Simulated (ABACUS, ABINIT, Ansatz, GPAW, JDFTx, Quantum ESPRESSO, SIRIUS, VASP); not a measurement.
## Ta: 8 runs at one level of theory

```
CELL_PARAMETERS angstrom
-1.65128 1.65128 1.65128
1.65128 -1.65128 1.65128
1.65128 1.65128 -1.65128
ATOMIC_POSITIONS crystal
Ta 0.00000 0.00000 0.00000
```

Alike in all runs: task single point; functional PBEsol; k mesh 11 × 11 × 11; occupations fermi-dirac, width 0.05 eV; no spin polarisation; no spin-orbit coupling. Pressure is positive in compression and, in plane waves, holds the error of the finite cutoff.

```csv
program and potentials,plane-wave cutoff (eV),notes,pressure (GPa)
"ABACUS, PseudoDojo NC SR 0.4.1 PBEsol standard, plane waves",789,13 valence electrons an atom on average,-4.23
"JDFTx, PseudoDojo-SR-PBEsol-0.4.1-standard with smoothed tails",789,13 valence electrons an atom on average,-4.23
"ABINIT, PseudoDojo NC SR PBEsol v0.4.1 standard",789,13 valence electrons an atom on average,-4.23
"GPAW, PAW data sets generated for this functional",600,13 valence electrons an atom on average,-4.04
"VASP, PBE PAW files Ta_pv, 520 eV",520,potentials made for PBE; 11 valence electrons an atom on average,-4.18
"Quantum ESPRESSO, GBRV 1.5 PBEsol",762,13 valence electrons an atom on average,-4.50
"Ansatz, all-electron LAPW, scalar-relativistic",-,-,-4.40
"SIRIUS, PseudoDojo 0.4.1 PBEsol standard (scalar relativistic)",807,13 valence electrons an atom on average,-4.22
```

The pressure spans -4.50 (Quantum ESPRESSO, GBRV 1.5 PBEsol) to -4.04 GPa (GPAW, PAW data sets generated for this functional), with all-electron results at -4.40.

Differences between rows come from potentials, basis sets and numerical settings, since the functional is the same but for its coding. Runs on potential files found faulty are left out.
